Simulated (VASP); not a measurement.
# VASP 6.6.1, HSE06 single-point calculation, MgO (strained zincblende)

INCAR, step 1 (PBE orbitals to start from)

```
LWAVE = .TRUE.
LREAL = .FALSE.
LCHARG = .FALSE.
LASPH = .TRUE.
EDIFF = 1E-5
PREC = Accurate
ISMEAR = 0
NBANDS = 11
SIGMA = 0.01
NELM = 120
GGA = PE
ENCUT = 520
```

INCAR, step 2

```
LREAL = .FALSE.
NSW = 0
SIGMA = 0.01
NELM = 120
NBANDS = 11
EDIFF = 1E-7
LCHARG = .FALSE.
LHFCALC = .TRUE.
GGA = PE
ALGO = Normal
ISTART = 1
ISIF = 2
LASPH = .TRUE.
ENCUT = 520
HFSCREEN = 0.2079
LWAVE = .FALSE.
IBRION = -1
AEXX = 0.25
PREC = Accurate
PRECFOCK = Fast
ISMEAR = 0
```

KPOINTS

```
KPOINTS created by Atomic Simulation Environment
0
Gamma
6 6 6
0 0 0
```

KPOINTS_OPT

```
special points
6
Reciprocal
0.0000000000 0.0000000000 0.0000000000 1
-0.5000000000 -0.5000000000 0.0000000000 1
-0.3750000000 -0.3750000000 0.2500000000 1
-0.3750000000 0.0000000000 0.3750000000 1
0.0000000000 0.0000000000 0.5000000000 1
-0.5000000000 -0.2500000000 0.2500000000 1
```

POSCAR

```
Mg O
 1.0000000000000000
     0.0000000000000000    2.3732858881999999    2.3732858881999999
     2.3732858881999999    0.0000000000000000    2.3732858881999999
     2.3732858881999999    2.3732858881999999    0.0000000000000000
 Mg  O
   1   1
Cartesian
  0.0000000000000000  0.0000000000000000  0.0000000000000000
  1.1866429440999999  1.1866429440999999  1.1866429440999999
```

VASP ran with the recommended PBE PAW datasets (8 valence electrons in the cell).

Command

```
mpirun -np 1 vasp_std
```

OSZICAR

```
N       E                     dE             d eps       ncg     rms          rms(c)
DAV:   1    -0.138209500715E+02   -0.13821E+02   -0.40501E-01   358   0.368E+00    0.334E-01
DAV:   2    -0.138213375043E+02   -0.38743E-03   -0.58001E-03   415   0.557E-01    0.232E-01
DAV:   3    -0.138207304988E+02    0.60701E-03   -0.15310E-03   412   0.190E-01    0.162E-01
DAV:   4    -0.138205353607E+02    0.19514E-03   -0.70962E-05   394   0.843E-02    0.960E-02
DAV:   5    -0.138204666464E+02    0.68714E-04   -0.63162E-05   382   0.783E-02    0.507E-02
DAV:   6    -0.138204495583E+02    0.17088E-04   -0.12249E-05   403   0.358E-02    0.292E-02
DAV:   7    -0.138204452534E+02    0.43049E-05   -0.57441E-06   382   0.199E-02    0.179E-02
DAV:   8    -0.138204450993E+02    0.15411E-06   -0.20867E-06   397   0.128E-02    0.110E-02
DAV:   9    -0.138204454179E+02   -0.31857E-06   -0.73588E-07   391   0.840E-03    0.665E-03
DAV:  10    -0.138204457435E+02   -0.32561E-06   -0.29539E-07   400   0.518E-03    0.404E-03
DAV:  11    -0.138204458764E+02   -0.13290E-06   -0.12402E-07   388   0.316E-03    0.252E-03
DAV:  12    -0.138204460346E+02   -0.15825E-06   -0.54231E-08   373   0.200E-03    0.160E-03
DAV:  13    -0.138204460283E+02    0.63117E-08   -0.23594E-08   254   0.129E-03
   1 F= -.13820446E+02 E0= -.13820446E+02  d E =-.710740E-28
       N       E                     dE             ncg
DAV:   1    -0.272025399772E+02   -0.18936E+04      148
DAV:   2    -0.219873103867E+03   -0.19267E+03      147
DAV:   3    -0.227094727511E+03   -0.72216E+01      167
DAV:   4    -0.227160673163E+03   -0.65946E-01      167
DAV:   5    -0.227160818538E+03   -0.14537E-03      167
DAV:   6    -0.227160819285E+03   -0.74712E-06      164
DAV:   7    -0.227160819289E+03   -0.46383E-08      143
```

From OUTCAR

```
k-points           NKPTS =     16   k-points in BZ     NKDIM =    216   number of bands    NBANDS=     11

   NELECT =       8.0000    total number of electrons

   dimension x,y,z NGX =    28 NGY =   28 NGZ =   28
   dimension x,y,z NGXF=    56 NGYF=   56 NGZF=   56

  energy-cutoff  :      520.00
  volume of cell :       26.73
      direct lattice vectors                 reciprocal lattice vectors
     0.000000000  2.373285888  2.373285888    -0.210678369  0.210678369  0.210678369
     2.373285888  0.000000000  2.373285888     0.210678369 -0.210678369  0.210678369
     2.373285888  2.373285888  0.000000000     0.210678369  0.210678369 -0.210678369

 k-points in reciprocal lattice and weights: KPOINTS created by Atomic Simulation Env
   0.00000000  0.00000000  0.00000000       0.005
   0.16666667  0.00000000  0.00000000       0.037
   0.33333333  0.00000000  0.00000000       0.037
   0.50000000  0.00000000  0.00000000       0.019
   0.16666667  0.16666667  0.00000000       0.028
   0.33333333  0.16666667  0.00000000       0.111
   0.50000000  0.16666667  0.00000000       0.111
  -0.33333333  0.16666667  0.00000000       0.111
   ...

 E-fermi :  -0.8938

 k-point     1 :       0.0000    0.0000    0.0000
  band No.  band energies     occupation
      1     -18.0296      2.00000
      2      -0.9682      2.00000
      3      -0.9682      2.00000
      4      -0.9682      2.00000
      5       3.5656      0.00000
      6      16.4944      0.00000
      7      16.4944      0.00000
      8      16.4944      0.00000
      9      20.1325      0.00000
     10      20.1325      0.00000
     11      20.1325      0.00000

 k-point     2 :       0.1667    0.0000    0.0000
  band No.  band energies     occupation
      1     -17.9001      2.00000
      2      -1.9663      2.00000
      3      -1.0212      2.00000
      4      -1.0212      2.00000
      5       4.8295      0.00000
      6      14.5457      0.00000
      7      16.2976      0.00000
      8      16.2976      0.00000
      9      18.5071      0.00000
     10      18.5071      0.00000
     11      19.1247      0.00000

 k-point     3 :       0.3333    0.0000    0.0000
  band No.  band energies     occupation
      1     -17.6291      2.00000
      2      -3.3257      2.00000
      3      -1.1235      2.00000
      4      -1.1235      2.00000
      5       6.9790      0.00000
      6      11.6888      0.00000
      7      15.1165      0.00000
      8      15.1165      0.00000
      9      18.8385      0.00000
     10      19.8591      0.00000
     11      19.8591      0.00000

 k-point     4 :       0.5000    0.0000    0.0000
  band No.  band energies     occupation
      1     -17.4861      2.00000
      2      -3.8714      2.00000
      3      -1.1729      2.00000
      4      -1.1729      2.00000
      5       8.7151      0.00000
      6       9.6977      0.00000
      7      14.5982      0.00000
      8      14.5982      0.00000
      9      19.1272      0.00000
     10      21.3056      0.00000
     11      21.3056      0.00000

 k-point     5 :       0.1667    0.1667    0.0000
  band No.  band energies     occupation
      1     -17.8580      2.00000
      2      -1.9793      2.00000
      3      -1.1683      2.00000
      4      -1.1683      2.00000
      5       5.1517      0.00000
      6      14.7799      0.00000
      7      15.2978      0.00000
      8      16.2134      0.00000
      9      16.2134      0.00000
     10      20.9796      0.00000
     11      22.1189      0.00000

 k-point     6 :       0.3333    0.1667    0.0000
  band No.  band energies     occupation
      1     -17.6354      2.00000
      2      -2.9322      2.00000
      3      -1.3557      2.00000
      4      -1.3149      2.00000
      5       6.7278      0.00000
      6      12.3809      0.00000
      7      14.0139      0.00000
      8      15.7584      0.00000
      9      17.2383      0.00000
     10      21.3767      0.00000
     11      21.6077      0.00000

 k-point     7 :       0.5000    0.1667    0.0000
  band No.  band energies     occupation
      1     -17.4477      2.00000
      2      -3.5569      2.00000
      3      -1.6418      2.00000
      4      -1.3193      2.00000
      5       8.5160      0.00000
      6      10.2275      0.00000
      7      13.6290      0.00000
      8      15.1032      0.00000
      9      18.7248      0.00000
     10      21.8068      0.00000
     11      21.9667      0.00000

 k-point     8 :      -0.3333    0.1667    0.0000
  band No.  band energies     occupation
      1     -17.4942      2.00000
      2      -3.4070      2.00000
      3      -1.7430      2.00000
      4      -1.1784      2.00000
      5       8.1699      0.00000
      6      10.7743      0.00000
      7      13.5293      0.00000
      8      15.0926      0.00000
      9      19.6999      0.00000
     10      20.1753      0.00000
     11      21.7006      0.00000

 k-point     9 :      -0.1667    0.1667    0.0000
  band No.  band energies     occupation
      1     -17.7237      2.00000
      2      -2.6789      2.00000
      3      -1.4416      2.00000
      4      -1.0268      2.00000
      5       6.2449      0.00000
      6      13.4022      0.00000
      7      13.9324      0.00000
      8      15.9711      0.00000
      9      17.7076      0.00000
     10      19.8376      0.00000
     11      21.8348      0.00000

 k-point    10 :       0.3333    0.3333    0.0000
  band No.  band energies     occupation
      1     -17.5058      2.00000
      2      -3.0630      2.00000
      3      -1.5455      2.00000
      4      -1.5455      2.00000
      5       6.7837      0.00000
      6      12.0249      0.00000
      7      13.5972      0.00000
      8      16.2634      0.00000
      9      16.2634      0.00000
     10      22.2932      0.00000
     11      23.1796      0.00000

 k-point    11 :       0.5000    0.3333    0.0000
  band No.  band energies     occupation
      1     -17.3673      2.00000
      2      -3.2177      2.00000
      3      -2.0155      2.00000
      4      -1.5942      2.00000
      5       7.2713      0.00000
      6      11.6067      0.00000
      7      13.2747      0.00000
      8      16.0333      0.00000
      9      16.5624      0.00000
     10      22.7012      0.00000
     11      23.6174      0.00000

 k-point    12 :      -0.3333    0.3333    0.0000
  band No.  band energies     occupation
      1     -17.3623      2.00000
      2      -2.8942      2.00000
      3      -2.6837      2.00000
      4      -1.4181      2.00000
      5       8.3494      0.00000
      6      10.8566      0.00000
      7      12.9047      0.00000
      8      15.5121      0.00000
      9      17.9012      0.00000
     10      21.3243      0.00000
     11      24.6515      0.00000

 k-point    13 :       0.5000    0.5000    0.0000
  band No.  band energies     occupation
      1     -17.3252      2.00000
      2      -3.3900      2.00000
      3      -1.7238      2.00000
      4      -1.7238      2.00000
      5       6.5718      0.00000
      6      11.7609      0.00000
      7      13.5784      0.00000
      8      16.4421      0.00000
      9      16.4421      0.00000
     10      21.1747      0.00000
     11      26.1159      0.00000

 k-point    14 :       0.5000    0.3333    0.1667
  band No.  band energies     occupation
      1     -17.4549      2.00000
      2      -3.1429      2.00000
      3      -1.9518      2.00000
      4      -1.4390      2.00000
      5       7.7722      0.00000
      6      11.4803      0.00000
      7      13.0450      0.00000
      8      15.2646      0.00000
      9      18.0895      0.00000
     10      21.3707      0.00000
     11      23.5464      0.00000

 k-point    15 :      -0.3333    0.3333    0.1667
  band No.  band energies     occupation
      1     -17.3624      2.00000
      2      -3.1118      2.00000
      3      -2.2983      2.00000
      4      -1.5978      2.00000
      5       8.3697      0.00000
      6      10.9333      0.00000
      7      13.0110      0.00000
      8      14.8061      0.00000
      9      19.3019      0.00000
     10      20.3043      0.00000
     11      24.7650      0.00000

 k-point    16 :      -0.3333    0.5000    0.1667
  band No.  band energies     occupation
      1     -17.3212      2.00000
      2      -3.0184      2.00000
      3      -2.1904      2.00000
      4      -1.9181      2.00000
      5       7.5638      0.00000
      6      11.7665      0.00000
      7      13.4542      0.00000
      8      14.3017      0.00000
      9      18.1605      0.00000
     10      22.3376      0.00000
     11      23.1390      0.00000

  Total       -1.9899296     -1.9899296     -1.9899296      0.0000000      0.0000000     -0.0000000
  in kB     -119.2526743   -119.2526743   -119.2526743      0.0000000      0.0000000     -0.0000000
  external PRESSURE =    -119.2526743 kB  Pullay stress =       0.0000000 kB

 POSITION                                       TOTAL-FORCE (eV/Angst)
 -----------------------------------------------------------------------------------
      0.00000      0.00000      0.00000        -0.000000      0.000000     -0.000000
      1.18664      1.18664      1.18664         0.000000     -0.000000      0.000000
 -----------------------------------------------------------------------------------
    total drift:                                0.000001      0.000000      0.000000

  FREE ENERGIE OF THE ION-ELECTRON SYSTEM (eV)
  ---------------------------------------------------
  free  energy   TOTEN  =       -13.8204460283 eV

  energy  without entropy=      -13.8204460283  energy(sigma->0) =      -13.82044603
```

| Quantity | Value |
| --- | --- |
| gap between bands v and c | 4.53 eV |
| least direct gap | 4.53 eV |
| pressure | -11.9 GPa |

Band v is the last that the valence electrons fill when counted band by band, and c is the next.

The run (its last step) took about 3.4 min on one core of a shared host (Intel Xeon 6975P-C) and held 0.28 GiB at most.
